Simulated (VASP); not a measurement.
# Ge (P6_3/mmc) in VASP: a series of runs

One crystal, Ge, is run at these levels: PBE; tasks: single point.

Everything below comes from runs of VASP 6.6.1. Logs are shortened: lines on timing, memory, paths and dates and some standing lists are left out, and cuts for length are marked.

**1. Starting point**

Symmetry: P6_3/mmc, No. 194, hexagonal system. The conventional cell has a = 4.058 Å, b = 4.058 Å, c = 6.693 Å, α = 90.00°, β = 90.00°, γ = 120.00°. Ge (site symmetry 3m) has 4 Ge at 2.49 to 2.51 Å as nearest neighbours.

This isn't the form of Ge at room conditions, which is diamond.

**2. Single point, PBE**

The input, INCAR:

```
PREC = Accurate
ENCUT = 520
EDIFF = 1E-7
ISMEAR = 0
SIGMA = 0.01
LREAL = False
LASPH = True
NELM = 100
ALGO = Fast
ISIF = 2
LWAVE = False
LCHARG = False
GGA = PE
NBANDS = 36
```

The input, KPOINTS:

```
regular mesh
0
Gamma
  12 12 6
```

The input, POSCAR:

```
Ge
1.0
    4.0581567082      0.0000000000      0.0000000000
   -2.0290783541      3.5144668018      0.0000000000
    0.0000000000      0.0000000000      6.6925281911
Ge
4
Direct
    0.6666666667      0.3333333333      0.0627911807
    0.3333333333      0.6666666667      0.5627911807
    0.6666666667      0.3333333333      0.4372088193
    0.3333333333      0.6666666667      0.9372088193
```

Potentials or basis: VASP PAW PBE potentials, release 64 (Ge_d).

Launch:

```
$ cat potpaw_PBE.64/Ge_d/POTCAR > POTCAR
$ mpirun -np 1 vasp_std > vasp.out
```

OUTCAR:

```text
PREC = Accurate
   ENCUT = 520
   EDIFF = 1E-7
   ISMEAR = 0
   LREAL = False
   LASPH = True
   NELM = 100
   ISIF = 2
   GGA = PE

 ion  position               nearest neighbor table
   1  0.667  0.333  0.063-   4 2.49   4 2.49   4 2.49   3 2.51
   2  0.333  0.667  0.563-   3 2.49   3 2.49   3 2.49   4 2.51
   3  0.667  0.333  0.437-   2 2.49   2 2.49   2 2.49   1 2.51
   4  0.333  0.667  0.937-   1 2.49   1 2.49   1 2.49   2 2.51

  LATTYP: Found a hexagonal cell.
 ALAT       =     4.0581567082
 C/A-ratio  =     1.6491546957

  Lattice vectors:

 A1 = (   4.0581567082,   0.0000000000,   0.0000000000)
 A2 = (  -2.0290783541,   3.5144668018,   0.0000000000)
 A3 = (   0.0000000000,   0.0000000000,   6.6925281911)

Analysis of symmetry for initial positions (statically):
=====================================================================
 Subroutine PRICEL returns:
 Original cell was already a primitive cell.

 Routine SETGRP: Setting up the symmetry group for a
 hexagonal supercell.

 Subroutine GETGRP returns: Found 24 space group operations
 (whereof 12 operations were pure point group operations)
 out of a pool of 24 trial point group operations.

The static configuration has the point symmetry D_3d.
 The point group associated with its full space group is D_6h.

Analysis of symmetry for dynamics (positions and initial velocities):
=====================================================================
 Subroutine PRICEL returns:
 Original cell was already a primitive cell.

 Routine SETGRP: Setting up the symmetry group for a
 hexagonal supercell.

 Subroutine GETGRP returns: Found 24 space group operations
 (whereof 12 operations were pure point group operations)
 out of a pool of 24 trial point group operations.

The dynamic configuration has the point symmetry D_3d.
 The point group associated with its full space group is D_6h.

 Subroutine INISYM returns: Found 24 space group operations
 (whereof 12 operations are pure point group operations),
 and found     1 'primitive' translations

----------------------------------------------------------------------------------------

                                     Primitive cell

  volume of cell :      95.4506

  direct lattice vectors                    reciprocal lattice vectors
     4.058156708  0.000000000  0.000000000     0.246417295  0.142269092  0.000000000
    -2.029078354  3.514466802  0.000000000     0.000000000  0.284538184  0.000000000
     0.000000000  0.000000000  6.692528191     0.000000000  0.000000000  0.149420364

  length of vectors
     4.058156708  4.058156708  6.692528191     0.284538184  0.284538184  0.149420364

  position of ions in fractional coordinates (direct lattice)
     0.666666667  0.333333333  0.062791181
     0.333333333  0.666666667  0.562791181
     0.666666667  0.333333333  0.437208819
     0.333333333  0.666666667  0.937208819

  ion indices of the primitive-cell ions
   primitive index   ion index
                 1           1
                 2           2
                 3           3
                 4           4

----------------------------------------------------------------------------------------

 KPOINTS: regular mesh

Automatic generation of k-mesh.
 Grid dimensions read from file:
 generate k-points for:   12   12    6

 Generating k-lattice:

  Cartesian coordinates                     Fractional coordinates (reciprocal lattice)
     0.020534775  0.011855758  0.000000000     0.083333333 -0.000000000  0.000000000
     0.000000000  0.023711515  0.000000000     0.000000000  0.083333333  0.000000000
     0.000000000  0.000000000  0.024903394     0.000000000  0.000000000  0.166666667

  Length of vectors
     0.023711515  0.023711515  0.024903394

  Shift w.r.t. Gamma in fractional coordinates (k-lattice)
     0.000000000  0.000000000  0.000000000

 Subroutine IBZKPT returns following result:
 ===========================================

 Found     76 irreducible k-points:

 Following reciprocal coordinates:
            Coordinates               Weight
  0.000000  0.000000  0.000000      1.000000
  0.083333 -0.000000  0.000000      6.000000
  0.166667  0.000000  0.000000      6.000000
  0.250000  0.000000  0.000000      6.000000
  0.333333  0.000000  0.000000      6.000000
  0.416667  0.000000  0.000000      6.000000
[... 16 lines left out ...]
  0.250000  0.000000  0.166667     12.000000
  0.333333  0.000000  0.166667     12.000000
 [... further k-points ...]
   k-points           NKPTS =     76   k-points in BZ     NKDIM =     76   number of bands    NBANDS=     36
   number of dos      NEDOS =    301   number of ions     NIONS =      4
   total plane-waves  NPLWV =  45000
   dimension x,y,z NGX =    30 NGY =   30 NGZ =   50
   dimension x,y,z NGXF=    60 NGYF=   60 NGZF=  100
   ions per type =               4
   NGX,Y,Z   is equivalent  to a cutoff of  12.29, 12.29, 12.42 a.u.
   NGXF,Y,Z  is equivalent  to a cutoff of  24.58, 24.58, 24.84 a.u.
 SYSTEM =  unknown system
   PREC   = accura    normal or accurate (medium, high low for compatibility)
   ISTART =      0    job   : 0-new  1-cont  2-samecut
   ICHARG =      2    charge: 1-file 2-atom 10-const
   ISPIN  =      1    spin polarized calculation?
   LNONCOLLINEAR =      F non collinear calculations
   LSORBIT =      F    spin-orbit coupling
   LASPH  =      T    aspherical Exc in radial PAW
   ENCUT  =  520.0 eV  38.22 Ry    6.18 a.u.   7.55  7.55 12.44*2*pi/ulx,y,z
   NELM   =    100;   NELMIN=  2; NELMDL= -5     # of ELM steps
   EDIFF  = 0.1E-06   stopping-criterion for ELM
   LREAL  =      F    real-space projection
   EDIFFG = 0.1E-05   stopping-criterion for IOM
   NSW    =      0    number of steps for IOM
   IBRION =     -1    ionic relax: 0-MD 1-quasi-New 2-CG
   NFREE  =      0    steps in history (QN), initial steepest desc. (CG)
   ISIF   =      2    stress and relaxation
   ISYM   =      2    0-nonsym 1-usesym 2-fastsym
   POTIM  = 0.5000    time-step for ionic-motion
   TEBEG  =    0.0;   TEEND  =   0.0 temperature during run
   PSTRESS=    0.0 pullay stress
   NELECT =      56.0000    total number of electrons
   NUPDOWN=      -1.0000    fix difference up-down
   EMIN   =  10.00;   EMAX   =-10.00  energy-range for DOS
   EFERMI =   0.00;   METHOD = LEGACY
   ISMEAR =     0;   SIGMA  =   0.01  broadening in eV -4-tet -1-fermi 0-gaus
   EFERMI_NEDOS =   21; number of points for ismear=-14 and -15
   IALGO  =     68    algorithm
   IMIX   =      4    mixing-type and parameters
     AMIX     =   0.40;   BMIX     =  1.00
     AMIX_MAG =   1.60;   BMIX_MAG =  1.00
  volume/ion in A,a.u.               =      23.86       161.03
  Fermi-wavevector in a.u.,A,eV,Ry     =   1.370497  2.589863 25.555298  1.878261
  Thomas-Fermi vector in A             =   2.496278
   LORBIT       =      0    0 simple, 1 ext, 2 COOP (PROOUT), +10 PAW based schemes
   GGA     = PE    functional components
   LHFCALC =     F    Hartree Fock is set to
   AEXX    =    0.0000 exact exchange contribution
   IVDW    =     0    specifies the selected vdW correction
   LEPSILON=     F    determine dielectric tensor
   LRPA    =     F    only Hartree local field effects (RPA)
 non-spin polarized calculation
 RMM-DIIS sequential band-by-band and
 Gauss-broadening in eV      SIGMA  =   0.01
  energy-cutoff  :      520.00
  volume of cell :       95.45
 maximum number of plane-waves:      2595
   NGX = 15   NGY = 15   NGZ = 25

 number of electron      55.9999982 magnetization

 Free energy of the ion-electron system (eV)
  ---------------------------------------------------
  ext. energy  EPLUGINS =         0.00000000
  ---------------------------------------------------
  free energy    TOTEN  =       -18.00227003 eV

  energy without entropy =      -18.00223298  energy(sigma->0) =      -18.00225151

 E-fermi :   4.4990     XC(G=0):  -9.6723

 val. band max:        4.4958730984   @ k =   0.0833  -0.0000   0.0000
 cond. band min:       4.6482237378   @ k =   0.0000   0.0000   0.0000
 fundamental gap:      0.1523506394
 Fermi energy:         4.4990375585

 k-point     1 :       0.0000    0.0000    0.0000
  band No.  band energies     occupation
      1     -20.2881      2.00000
      2     -20.2881      2.00000
      3     -20.2546      2.00000
      4     -20.2545      2.00000
      5     -20.2545      2.00000
      6     -20.2421      2.00000
[... 28 lines left out ...]
     35       9.0069      0.00000
     36      10.6172      0.00000

 k-point     2 :       0.0833   -0.0000    0.0000
  band No.  band energies     occupation
      1     -20.2923      2.00000
      2     -20.2894      2.00000
      3     -20.2587      2.00000
      4     -20.2568      2.00000
      5     -20.2545      2.00000
      6     -20.2369      2.00000
[... 28 lines left out ...]
     35       9.3006      0.00000
     36      11.0593      0.00000

 k-point     3 :       0.1667    0.0000    0.0000
  band No.  band energies     occupation
      1     -20.2995      2.00000
      2     -20.2923      2.00000
      3     -20.2663      2.00000
      4     -20.2618      2.00000
      5     -20.2536      2.00000
      6     -20.2289      2.00000
[... 28 lines left out ...]
     35      10.0681      0.00000
     36      10.3596      0.00000
[... 742 lines left out ...]
 k-point    23 :       0.2500    0.0000    0.1667
  band No.  band energies     occupation
      1     -20.3016      2.00000
      2     -20.2932      2.00000
      3     -20.2726      2.00000
      4     -20.2694      2.00000
      5     -20.2531      2.00000
      6     -20.2234      2.00000
[... 28 lines left out ...]
     35      10.6475      0.00000
     36      10.8793      0.00000

 k-point    24 :       0.3333    0.0000    0.1667
  band No.  band energies     occupation
      1     -20.3025      2.00000
      2     -20.2948      2.00000
      3     -20.2799      2.00000
      4     -20.2729      2.00000
      5     -20.2466      2.00000
      6     -20.2188      2.00000
[... 28 lines left out ...]
     35      11.3808      0.00000
     36      11.9514      0.00000

 [... further k-points ...]

------------------------ aborting loop because EDIFF is reached ----------------------------------------

  FORCE on cell =-STRESS in cart. coord.  units (eV):
  Direction    XX          YY          ZZ          XY          YZ          ZX
  --------------------------------------------------------------------------------------
  -------------------------------------------------------------------------------------
  Total       -0.0297062     -0.0297062     -0.0235173      0.0000000      0.0000000      0.0000000
  in kB       -0.4986318     -0.4986318     -0.3947481      0.0000000      0.0000000      0.0000000
  external PRESSURE =      -0.4640039 kB  Pullay stress =       0.0000000 kB

 VOLUME and BASIS-vectors are now :
 -----------------------------------------------------------------------------
  energy-cutoff  :      520.00
  volume of cell :       95.45
      direct lattice vectors                 reciprocal lattice vectors
     4.058156708  0.000000000  0.000000000     0.246417295  0.142269092  0.000000000
    -2.029078354  3.514466802  0.000000000     0.000000000  0.284538184  0.000000000
     0.000000000  0.000000000  6.692528191     0.000000000  0.000000000  0.149420364

 POSITION                                       TOTAL-FORCE (eV/Angst)
 -----------------------------------------------------------------------------------
      2.02908      1.17149      0.42023        -0.000000      0.000000      0.000753
     -0.00000      2.34298      3.76650         0.000000     -0.000000      0.000753
      2.02908      1.17149      2.92603        -0.000000      0.000000     -0.000753
     -0.00000      2.34298      6.27230         0.000000     -0.000000     -0.000753
 -----------------------------------------------------------------------------------
    total drift:                                0.000000     -0.000000      0.000000

  FREE ENERGIE OF THE ION-ELECTRON SYSTEM (eV)
  ---------------------------------------------------
  free  energy   TOTEN  =       -18.0022700348 eV

  energy  without entropy=      -18.0022329773  energy(sigma->0) =      -18.00225151
```

It took 2.5 min on 1 thread of Intel Xeon Platinum 8559C (Emerald Rapids), shared host; peak memory 0.31 GiB.

Results:

| Property | Result |
| --- | --- |
| Free energy | -18.0023 eV |
| Pressure | 0.0 GPa |
| Band gap on the k mesh | none (metal or under the smearing width) |

Levels at points of the mesh, in eV from the Fermi level:
```csv
k point,band 24,band 25,band 26,band 27,band 28,band 29,band 30,band 31,band 32,band 33
"(0.00, 0.00, 0.00)",-1.37,-1.37,-0.36,-0.15,-0.10,0.15,0.15,2.31,2.31,2.76
"(0.50, 0.00, 0.00)",-6.60,-4.30,-2.87,-2.60,-1.33,0.63,1.57,3.62,3.74,4.28
"(0.00, 0.00, 0.50)",-4.70,-0.77,-0.77,-0.77,-0.77,0.59,0.59,3.37,3.37,3.37
"(0.50, 0.00, 0.50)",-7.65,-2.39,-2.39,-2.25,-2.25,0.55,0.55,2.20,2.20,6.02
```

[end of part 1 of 2]
